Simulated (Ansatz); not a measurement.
# PtSe2: the cell at several levels of theory

Aim: relax PtSe2 built on the rutile prototype with PBE, r2SCAN, PBEsol and LDA and see how far the functionals disagree on the cell. This is a trial cell built on a prototype, not taken from a measured structure, and it needn't be the compound's ground state.

Program: Ansatz 0.2.0. PAW datasets, plane waves, zero pressure. No spin polarisation. The prototype was imposed, so other structures may be more stable.

### 1 Starting point

This is the cell as the run starts from it, not yet at rest; its lengths are not the crystal's.

The symmetry is P4_2/mnm (No. 136, tetragonal); a = 6.322 Å, c = 4.172 Å in the conventional setting, 27.79 Å³ an atom. Near Pt stand 6 Se at 2.72–2.73 Å; near Se stand 3 Pt at 2.72–2.73 Å.

As a file:

```cif
data_structure
_symmetry_space_group_name_H-M 'P4_2/mnm'
_symmetry_Int_Tables_number 136
_cell_length_a 6.3218
_cell_length_b 6.3218
_cell_length_c 4.1724
_cell_angle_alpha 90.000
_cell_angle_beta 90.000
_cell_angle_gamma 90.000
_cell_volume 166.75
loop_
_atom_site_label
_atom_site_type_symbol
_atom_site_symmetry_multiplicity
_atom_site_Wyckoff_symbol
_atom_site_fract_x
_atom_site_fract_y
_atom_site_fract_z
_atom_site_occupancy
Pt1 Pt 2 a 0.00000 0.00000 0.00000 1
Se1 Se 4 f 0.30500 0.30500 0.00000 1
```

### 2 Relaxation with PBE

The input, input.yaml:

```yaml
crystal:
  lattice:
    - [6.32175367, 0.0, 0.0]
    - [0.0, 6.32175367, 0.0]
    - [0.0, 0.0, 4.1723574222]
  atoms:
    - { symbol: Pt, position: [0.0, 0.0, 0.0] }
    - { symbol: Pt, position: [0.5, 0.5, 0.5] }
    - { symbol: Se, position: [0.305, 0.305, 0.0] }
    - { symbol: Se, position: [0.195, 0.805, 0.5] }
    - { symbol: Se, position: [0.805, 0.195, 0.5] }
    - { symbol: Se, position: [0.695, 0.695, 0.0] }
kpoints:
  mp_grid: { grid: [4, 4, 6] }
hamiltonian:
  xc: pbe
scf:
  occupations: { method: fermi_dirac, width: 0.02 }
relax:
  f_tol: 0.005
  cell: {}
```

The runs that follow: Relaxing with r2SCAN; Relaxing with PBEsol; LDA: cell and atoms.

What does the calculation give? Wanted: for each run, a; c; volume; space group; SCF geometries.

The runs gave:

```
 level  a (Å)  c (Å)  volume (Å³/atom)  space group  SCF geometries
   PBE  5.801  4.009            22.481     P4_2/mnm               7
r2SCAN  5.747  3.981            21.912     P4_2/mnm               6
PBEsol  5.695  3.974            21.485     P4_2/mnm               6
   LDA  5.654  3.949            21.043     P4_2/mnm               6
```

What this shows: From the start to the first minimum the volume moved by -19.1 %. LDA gives the smallest cell and PBE the largest; they differ by 6.8 % in volume, a mean of 2.2 % in length.
